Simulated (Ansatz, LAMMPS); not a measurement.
# Squeezing and shearing amorphous Al2O3 at 3.05 g/cm^3 (90 atoms), part 2 of 3

How stiff is amorphous Al2O3 at 3.05 g/cm^3 (90 atoms), and how do its levels respond to strain?

Ansatz 0.2.0; Kohn-Sham DFT, PBE, PAW (set soft_2), plane waves.

The cell: 36 Al and 54 O. The quench rate of 50 K/ps far exceeds what a furnace or splat quench reaches. The starting topology of bonds comes from the classical model. Only the Γ point is sampled.

So far. Step 2 (Single point at the start): The r.m.s. force at the start is 0.43 eV/Å. Step 3 (Cell and atoms relaxed): The relaxation converged after 7 steps, with a largest force component of 0.0089 eV/Å.

### 5. Volume -3 %

The relaxed cell is scaled evenly and the atoms are relaxed again; the stress at the end gives one point of P(V).

input.yaml

```yaml
crystal:
  lattice:
    - [10.15958, -0.00758, 0.04631]
    - [-0.00758, 9.76531, -0.02867]
    - [0.04631, -0.02867, 9.75818]
  atoms:
    [... the 90 atom lines of step 4 ...]
kpoints:
  mp_grid: { grid: [1, 1, 1] }
hamiltonian:
  xc: pbe
scf:
  occupations: { method: fixed }
output:
  forces: true
  eigenvalues: true
  stress: true
relax:
  f_tol: 0.05
  max_steps: 70
```

On the command line:

```sh
ansatz run input.yaml --threads 4 --pin off --max-ram 8192MiB --backend cpu --events-out ev --progress --plain --runs-dir out
```

Numbers of over 12 decimals in the logs are rounded to 6 here.

What it wrote:

```text
Warning: output.stress: scf.convergence.dr2_threshold = 1e-7 eV (the SCF's general default) is looser than the 9e-9 eV advised for a printed stress (1e-10 eV for each atom of the cell: 90). What an SCF threshold leaves in a stress goes as its square root, and in the free energy as the threshold itself, and one threshold admits the most on a small cell: [...]
[...]
Crystal: 90 atoms, lattice volume = 968.093 Å³
Basis set: ecut = 420 eV, 18939 PW (Γ), exchange–correlation on 144×144×144 points (8 copies of the dense FFT grid, shifted against one another)
Bands: 306, of which v1, the nominal top of the filled ones, is band 216 counted from 1 (215 counted from 0)
Symmetry: 1 space group operations
[...]
k-points: 1
[...]
SCF iter   1: F=—  HF=-50116.409544 eV  |F-HF|=—  |Δ(HF+E_count)|=         —  Δρ=2.46e-3  dr2=7.42e-2  ethr=1.77e-3  ⟨swp⟩=5.0  Hψ=1096  notcnv=0  defer=88
[...]
SCF iter   5: F=—  HF=-50116.409870 eV  |F-HF|=—  |Δ(HF+E_count)|=   1.07e-4  Δρ=1.04e-4  dr2=8.22e-5  ethr=5.42e-8  ⟨swp⟩=2.0  Hψ=397  notcnv=0  defer=88
SCF iter   6: F=-50116.409873 eV  HF=-50116.409870 eV  |F-HF|=3.52e-6  |Δ(HF+E_count)|=   5.43e-7  Δρ=2.33e-5  dr2=5.13e-6  ethr=1.45e-8  ⟨swp⟩=17.0  Hψ=1939  notcnv=0
SCF 1 converged in 6 iterations: F = -50116.409873 eV  dr2 = 5.13e-6
[...]
relax step   1: F+E_penalty+E_count = -50116.40987316 eV  Δ(F+E_penalty+E_count) = +0.000e0 eV  max|allowed force component| = 3.148e-1 eV/Å  Δτ_max = 0.0000 Å  (6 SCF iters, dr2 threshold 6.25e-5 eV, accepted)
[...]
relax step   2: F+E_penalty+E_count = -50116.48202586 eV  Δ(F+E_penalty+E_count) = -7.215e-2 eV  max|allowed force component| = 2.226e-1 eV/Å  Δτ_max = 0.0254 Å  (6 SCF iters, dr2 threshold 6.19e-6 eV, accepted)
[...]
relax step   3: F+E_penalty+E_count = -50116.54552860 eV  Δ(F+E_penalty+E_count) = -6.350e-2 eV  max|allowed force component| = 1.210e-1 eV/Å  Δτ_max = 0.0465 Å  (6 SCF iters, dr2 threshold 3.10e-6 eV, accepted)
relax step   4: F+E_penalty+E_count = -50116.61397156 eV  Δ(F+E_penalty+E_count) = -6.844e-2 eV  max|allowed force component| = 7.424e-2 eV/Å  Δτ_max = 0.2000 Å  (7 SCF iters, dr2 threshold 4.33e-6 eV, accepted)
relax step   5: F+E_penalty+E_count = -50116.62456795 eV  Δ(F+E_penalty+E_count) = -1.060e-2 eV  max|allowed force component| = 1.881e-1 eV/Å  Δτ_max = 0.2000 Å  (9 SCF iters, accepted)
relax step   6: F+E_penalty+E_count = -50116.62632052 eV  Δ(F+E_penalty+E_count) = -1.753e-3 eV  max|allowed force component| = 2.832e-1 eV/Å  Δτ_max = 0.0421 Å  (5 SCF iters, dr2 threshold 1.33e-5 eV, accepted)
relax step   7: F+E_penalty+E_count = -50116.64087097 eV  Δ(F+E_penalty+E_count) = -1.455e-2 eV  max|allowed force component| = 4.118e-2 eV/Å  Δτ_max = 0.0752 Å  (5 SCF iters, dr2 threshold 8.02e-5 eV, accepted)
[...]
relax step   8: F+E_penalty+E_count = -50116.64087601 eV  Δ(F+E_penalty+E_count) = -5.042e-6 eV  max|allowed force component| = 4.126e-2 eV/Å  Δτ_max = 0.0000 Å  (5 SCF iters, accepted)
SCF converged after 5 iterations
Free energy (F): -50116.640876 eV
[...]
Internal energy: -50116.640876 eV  (E = F + TS)
E sigma→0 (E₀):  -50116.640876 eV
Fermi energy:    5.252706 eV
[...]
Σ components = -50116.640876   (vs F -50116.640876, Δ=0.00e0)
--- Forces (eV/Å), atoms counted from 1 ---
  atom   1  Al    -0.01271676    -0.02957824    -0.04126367
  atom   2  Al     0.00791222     0.00384694     0.00870568
  atom   3  Al     0.00807533     0.00042817    -0.00158178
  atom   4  Al    -0.00588905     0.00835996     0.01237867
[...]
atom  90  O      0.00089147    -0.00665109    -0.00388427
  max |Σ_I F_I| component: 5.13e-5 eV/Å
--- Stress (GPa, compression-positive) ---
        3.226633      -1.237937      -0.260179
       -1.237937       2.122879      -0.131616
       -0.260194      -0.131600       3.629893
  P = ⅓ Tr σ = 2.9931 GPa (29.931 kbar)
--- Band table (eV) ---
[...]
--- Relaxed structure (8 steps of the walk, 8 accepted, 0 SCFs on fresh bases) ---
  F+E_penalty+E_count = -50116.64087601 eV   max|allowed force component| = 4.126e-2 eV/Å
  atoms:
    - { symbol: Al, position: [0.955203, 0.513660, 0.542984] }
    - { symbol: Al, position: [0.374870, 0.648280, 0.554508] }
    - { symbol: Al, position: [0.485919, 0.487303, 0.060837] }
    - { symbol: Al, position: [0.166721, 0.173426, 0.344578] }
[...]
- { symbol: O, position: [0.073860, 0.138674, 0.188687] }
```

It took 64 s on 4 threads of Intel Xeon Platinum 8488C (Sapphire Rapids), shared host; peak memory 1.3 GiB.

The program notes that the SCF threshold is loose for the stress.

The relaxation converged after 8 steps, 0.231 eV below its start, with a largest force component of 0.041 eV/Å.

Volume -3 %: the energy stands 0.291 eV above that of the reference, at a pressure of 2.99 GPa.

### 6. Volume +3 %

The relaxed cell is scaled to another volume.

input.yaml, the sections that differ from step 5:

```yaml
crystal:
  lattice:
    - [10.36488, -0.00774, 0.04724]
    - [-0.00774, 9.96264, -0.02925]
    - [0.04724, -0.02925, 9.95537]
  atoms:
    [... the 90 atom lines of step 4 ...]
# kpoints, hamiltonian, scf, output, relax: as in step 5
```

What it wrote:

```text
[...]
Crystal: 90 atoms, lattice volume = 1027.975 Å³
Basis set: ecut = 420 eV, 20089 PW (Γ), exchange–correlation on 144×144×144 points (8 copies of the dense FFT grid, shifted against one another)
Bands: 306, of which v1, the nominal top of the filled ones, is band 216 counted from 1 (215 counted from 0)
Symmetry: 1 space group operations
[...]
k-points: 1
[...]
SCF iter   1: F=—  HF=-50116.456887 eV  |F-HF|=—  |Δ(HF+E_count)|=         —  Δρ=2.29e-3  dr2=6.97e-2  ethr=1.77e-3  ⟨swp⟩=5.0  Hψ=1103  notcnv=0  defer=88
[...]
SCF iter   5: F=—  HF=-50116.459078 eV  |F-HF|=—  |Δ(HF+E_count)|=   1.30e-4  Δρ=1.12e-4  dr2=1.02e-4  ethr=6.00e-8  ⟨swp⟩=2.0  Hψ=408  notcnv=0  defer=88
SCF iter   6: F=-50116.459079 eV  HF=-50116.459075 eV  |F-HF|=4.47e-6  |Δ(HF+E_count)|=   3.07e-6  Δρ=2.51e-5  dr2=6.60e-6  ethr=1.45e-8  ⟨swp⟩=14.0  Hψ=2010  notcnv=0
SCF 1 converged in 6 iterations: F = -50116.459079 eV  dr2 = 6.60e-6
[...]
relax step   1: F+E_penalty+E_count = -50116.45907949 eV  Δ(F+E_penalty+E_count) = +0.000e0 eV  max|allowed force component| = 2.842e-1 eV/Å  Δτ_max = 0.0000 Å  (6 SCF iters, dr2 threshold 6.25e-5 eV, accepted)
[...]
relax step   2: F+E_penalty+E_count = -50116.52611609 eV  Δ(F+E_penalty+E_count) = -6.704e-2 eV  max|allowed force component| = 1.996e-1 eV/Å  Δτ_max = 0.0279 Å  (6 SCF iters, dr2 threshold 5.05e-6 eV, accepted)
[...]
relax step   3: F+E_penalty+E_count = -50116.57511822 eV  Δ(F+E_penalty+E_count) = -4.900e-2 eV  max|allowed force component| = 9.590e-2 eV/Å  Δτ_max = 0.0407 Å  (8 SCF iters, accepted)
[...]
relax step   4: F+E_penalty+E_count = -50116.60182884 eV  Δ(F+E_penalty+E_count) = -2.671e-2 eV  max|allowed force component| = 2.877e-2 eV/Å  Δτ_max = 0.0932 Å  (9 SCF iters, accepted)
SCF converged after 9 iterations
Free energy (F): -50116.601829 eV
[...]
Internal energy: -50116.601829 eV  (E = F + TS)
E sigma→0 (E₀):  -50116.601829 eV
Fermi energy:    4.999396 eV
[...]
Σ components = -50116.601829   (vs F -50116.601829, Δ=0.00e0)
--- Forces (eV/Å), atoms counted from 1 ---
  atom   1  Al    -0.00754583    -0.00172170    -0.01526905
  atom   2  Al    -0.00599944     0.00498900     0.01077278
  atom   3  Al    -0.00113589     0.00727281     0.00743735
  atom   4  Al    -0.00308194     0.00480007    -0.02212031
[...]
atom  90  O     -0.00079386     0.00323624    -0.00018438
  max |Σ_I F_I| component: 1.63e-4 eV/Å
--- Stress (GPa, compression-positive) ---
       -3.575721       0.155180       0.007461
        0.155184      -3.024414      -0.315972
        0.007453      -0.315955      -3.952924
  P = ⅓ Tr σ = -3.5177 GPa (-35.177 kbar)
--- Band table (eV) ---
[...]
--- Relaxed structure (4 steps of the walk, 4 accepted, 0 SCFs on fresh bases) ---
  F+E_penalty+E_count = -50116.60182884 eV   max|allowed force component| = 2.877e-2 eV/Å
  atoms:
    - { symbol: Al, position: [0.943482, 0.502055, 0.521885] }
    - { symbol: Al, position: [0.379832, 0.643259, 0.558409] }
    - { symbol: Al, position: [0.477623, 0.492352, 0.066478] }
    - { symbol: Al, position: [0.171138, 0.174153, 0.352682] }
[...]
- { symbol: O, position: [0.090306, 0.134096, 0.191276] }
```

Elapsed: 34 s, on 4 threads; peak memory 1.3 GiB.

The relaxation converged after 4 steps, 0.143 eV below its start, with a largest force component of 0.029 eV/Å.

Volume +3 %: the energy stands 0.330 eV above that of the reference, at a pressure of -3.52 GPa.

### 7. Volume -6 %

The relaxed cell is scaled to another volume.

Input and log are left out; they have the form of those shown for this kind of step.

It took 63 s on 4 threads of Intel Xeon Platinum 8488C (Sapphire Rapids), shared host; peak memory 1.3 GiB.

The relaxation converged after 7 steps, 0.977 eV below its start, with a largest force component of 0.013 eV/Å.

Volume -6 %: the energy stands 1.23 eV above that of the reference, at a pressure of 7.20 GPa.

### 8. Volume +6 %

The relaxed cell is scaled to another volume.

input.yaml, the sections that differ from step 6:

```yaml
crystal:
  lattice:
    - [10.46455, -0.00781, 0.0477]
    - [-0.00781, 10.05844, -0.02953]
    - [0.0477, -0.02953, 10.0511]
  atoms:
    [... the 90 atom lines of step 4 ...]
# kpoints, hamiltonian, scf, output, relax: as in step 6
```

What it wrote:

```text
[...]
Crystal: 90 atoms, lattice volume = 1057.917 Å³
Basis set: ecut = 420 eV, 20707 PW (Γ), exchange–correlation on 144×144×144 points (8 copies of the dense FFT grid, shifted against one another)
Bands: 306, of which v1, the nominal top of the filled ones, is band 216 counted from 1 (215 counted from 0)
Symmetry: 1 space group operations
[...]
k-points: 1
[...]
SCF iter   1: F=—  HF=-50115.132396 eV  |F-HF|=—  |Δ(HF+E_count)|=         —  Δρ=2.22e-3  dr2=6.73e-2  ethr=1.77e-3  ⟨swp⟩=5.0  Hψ=1094  notcnv=0  defer=88
[...]
SCF iter   5: F=—  HF=-50115.138240 eV  |F-HF|=—  |Δ(HF+E_count)|=   1.37e-4  Δρ=1.16e-4  dr2=1.14e-4  ethr=6.12e-8  ⟨swp⟩=2.0  Hψ=408  notcnv=0  defer=88
SCF iter   6: F=-50115.138240 eV  HF=-50115.138236 eV  |F-HF|=4.66e-6  |Δ(HF+E_count)|=   3.95e-6  Δρ=2.58e-5  dr2=7.25e-6  ethr=1.45e-8  ⟨swp⟩=15.0  Hψ=2020  notcnv=0
SCF 1 converged in 6 iterations: F = -50115.138240 eV  dr2 = 7.25e-6
[...]
relax step   1: F+E_penalty+E_count = -50115.13824046 eV  Δ(F+E_penalty+E_count) = +0.000e0 eV  max|allowed force component| = 5.363e-1 eV/Å  Δτ_max = 0.0000 Å  (6 SCF iters, dr2 threshold 6.25e-5 eV, accepted)
[...]
relax step   2: F+E_penalty+E_count = -50115.39393056 eV  Δ(F+E_penalty+E_count) = -2.557e-1 eV  max|allowed force component| = 3.757e-1 eV/Å  Δτ_max = 0.0579 Å  (6 SCF iters, dr2 threshold 1.80e-5 eV, accepted)
[...]
relax step   3: F+E_penalty+E_count = -50115.56932038 eV  Δ(F+E_penalty+E_count) = -1.754e-1 eV  max|allowed force component| = 1.741e-1 eV/Å  Δτ_max = 0.0776 Å  (6 SCF iters, dr2 threshold 8.82e-6 eV, accepted)
relax step   4: F+E_penalty+E_count = -50115.64400376 eV  Δ(F+E_penalty+E_count) = -7.468e-2 eV  max|allowed force component| = 1.057e-1 eV/Å  Δτ_max = 0.1233 Å  (7 SCF iters, dr2 threshold 6.51e-6 eV, accepted)
[...]
relax step   5: F+E_penalty+E_count = -50115.64976928 eV  Δ(F+E_penalty+E_count) = -5.766e-3 eV  max|allowed force component| = 1.223e-2 eV/Å  Δτ_max = 0.0318 Å  (7 SCF iters, accepted)
SCF converged after 7 iterations
Free energy (F): -50115.649769 eV
[...]
Internal energy: -50115.649769 eV  (E = F + TS)
E sigma→0 (E₀):  -50115.649769 eV
Fermi energy:    4.718660 eV
[...]
Σ components = -50115.649769   (vs F -50115.649769, Δ=0.00e0)
--- Forces (eV/Å), atoms counted from 1 ---
  atom   1  Al     0.00145076     0.00104381    -0.00115504
  atom   2  Al    -0.00026853    -0.00025958     0.00370135
  atom   3  Al    -0.00141771    -0.00595756     0.00444204
  atom   4  Al     0.00411506     0.00217098    -0.00333067
[...]
atom  90  O     -0.00493500    -0.00473124     0.00835680
  max |Σ_I F_I| component: 7.27e-5 eV/Å
--- Stress (GPa, compression-positive) ---
       -6.847392       0.221578       0.089130
        0.221581      -5.796417      -0.482649
        0.089127      -0.482635      -7.543162
  P = ⅓ Tr σ = -6.7290 GPa (-67.290 kbar)
--- Band table (eV) ---
[...]
--- Relaxed structure (5 steps of the walk, 5 accepted, 0 SCFs on fresh bases) ---
  F+E_penalty+E_count = -50115.64976928 eV   max|allowed force component| = 1.223e-2 eV/Å
  atoms:
    - { symbol: Al, position: [0.942748, 0.501231, 0.521829] }
    - { symbol: Al, position: [0.380870, 0.642151, 0.558380] }
    - { symbol: Al, position: [0.475494, 0.496046, 0.065531] }
    - { symbol: Al, position: [0.172258, 0.173712, 0.354491] }
[...]
- { symbol: O, position: [0.093924, 0.133966, 0.192001] }
```

It took 42 s on 4 threads; peak memory 1.4 GiB.

The relaxation converged after 5 steps, 0.512 eV below its start, with a largest force component of 0.012 eV/Å.

Volume +6 %: the energy stands 1.28 eV above that of the reference, at a pressure of -6.73 GPa.

### 9. Volume -10 %

The relaxed cell is scaled to another volume.

Input and log are left out; they have the form of those shown for this kind of step.

Elapsed: 69 s, on 4 threads of Intel Xeon Platinum 8488C (Sapphire Rapids), shared host; peak memory 1.2 GiB.

The relaxation converged after 9 steps, 2.75 eV below its start, with a largest force component of 0.029 eV/Å.

Volume -10 %: the energy stands 3.83 eV above that of the reference, at a pressure of 13.6 GPa.

### 10. Stretched by 1 % along x

The relaxed cell is strained along x alone, which gives the stiffness along x and its coupling to y and z.

input.yaml, the sections that differ from step 8:

```yaml
crystal:
  lattice:
    - [10.36589, -0.00766, 0.04678]
    - [-0.00774, 9.86496, -0.02896]
    - [0.04725, -0.02896, 9.85776]
  atoms:
    [... the 90 atom lines of step 4 ...]
# kpoints, hamiltonian, scf, output, relax: as in step 8
```

What it wrote:

```text
[...]
Crystal: 90 atoms, lattice volume = 1008.015 Å³
Basis set: ecut = 420 eV, 19705 PW (Γ), exchange–correlation on 144×144×144 points (8 copies of the dense FFT grid, shifted against one another)
Bands: 306, of which v1, the nominal top of the filled ones, is band 216 counted from 1 (215 counted from 0)
Symmetry: 1 space group operations
[...]
k-points: 1
[...]
SCF iter   1: F=—  HF=-50116.825627 eV  |F-HF|=—  |Δ(HF+E_count)|=         —  Δρ=2.34e-3  dr2=7.08e-2  ethr=1.77e-3  ⟨swp⟩=5.0  Hψ=1094  notcnv=0  defer=88
[...]
SCF iter   5: F=—  HF=-50116.828910 eV  |F-HF|=—  |Δ(HF+E_count)|=   1.22e-4  Δρ=1.08e-4  dr2=9.26e-5  ethr=5.76e-8  ⟨swp⟩=2.0  Hψ=397  notcnv=0  defer=88
SCF iter   6: F=-50116.828912 eV  HF=-50116.828908 eV  |F-HF|=4.04e-6  |Δ(HF+E_count)|=   1.36e-6  Δρ=2.46e-5  dr2=6.11e-6  ethr=1.45e-8  ⟨swp⟩=17.0  Hψ=1941  notcnv=0
SCF 1 converged in 6 iterations: F = -50116.828912 eV  dr2 = 6.11e-6
[...]
relax step   1: F+E_penalty+E_count = -50116.82891232 eV  Δ(F+E_penalty+E_count) = +0.000e0 eV  max|allowed force component| = 2.321e-1 eV/Å  Δτ_max = 0.0000 Å  (6 SCF iters, dr2 threshold 6.25e-5 eV, accepted)
[...]
relax step   2: F+E_penalty+E_count = -50116.84890241 eV  Δ(F+E_penalty+E_count) = -1.999e-2 eV  max|allowed force component| = 1.561e-1 eV/Å  Δτ_max = 0.0111 Å  (5 SCF iters, dr2 threshold 3.37e-6 eV, accepted)
[...]
relax step   3: F+E_penalty+E_count = -50116.86458528 eV  Δ(F+E_penalty+E_count) = -1.568e-2 eV  max|allowed force component| = 4.857e-2 eV/Å  Δτ_max = 0.0175 Å  (8 SCF iters, accepted)
SCF converged after 8 iterations
Free energy (F): -50116.864585 eV
[...]
Internal energy: -50116.864585 eV  (E = F + TS)
E sigma→0 (E₀):  -50116.864585 eV
Fermi energy:    5.182099 eV
[...]
Σ components = -50116.864585   (vs F -50116.864585, Δ=0.00e0)
--- Forces (eV/Å), atoms counted from 1 ---
  atom   1  Al     0.03228917    -0.04495022    -0.00760332
  atom   2  Al     0.02959049    -0.02924927    -0.00349861
  atom   3  Al     0.00201269     0.00706464    -0.01430084
  atom   4  Al     0.00682393    -0.02379354     0.01032042
[...]
atom  90  O      0.00223684    -0.00054616    -0.00658860
  max |Σ_I F_I| component: 1.86e-4 eV/Å
--- Stress (GPa, compression-positive) ---
       -2.180588       0.013696      -0.008235
        0.013701      -0.871907      -0.096232
       -0.008246      -0.096212      -0.870375
  P = ⅓ Tr σ = -1.3076 GPa (-13.076 kbar)
--- Band table (eV) ---
[...]
--- Relaxed structure (3 steps of the walk, 3 accepted, 0 SCFs on fresh bases) ---
  F+E_penalty+E_count = -50116.86458528 eV   max|allowed force component| = 4.857e-2 eV/Å
  atoms:
    - { symbol: Al, position: [0.943903, 0.503272, 0.522563] }
    - { symbol: Al, position: [0.379591, 0.644711, 0.558473] }
    - { symbol: Al, position: [0.480063, 0.488804, 0.066107] }
    - { symbol: Al, position: [0.169246, 0.174258, 0.350693] }
[...]
- { symbol: O, position: [0.084321, 0.135413, 0.190915] }
```

Elapsed: 27 s, on 4 threads; peak memory 1.3 GiB; 92 s of CPU time.

The relaxation converged after 3 steps, 0.0357 eV below its start, with a largest force component of 0.049 eV/Å.

Stretched by 1 % along x: the energy stands 0.0668 eV above that of the reference, at a pressure of -1.31 GPa.

(Continued in part 3 of 3.)

[Logs are printed without paths, hosts, clocks, repeated set-up lines and the standing remarks that a program may print on its own settings, such as how far it seeks lower states.]

[Hosts, paths, dates, database ids (printed as entryN), source tags and the programs' standing remarks are cut or masked in the printed files.]
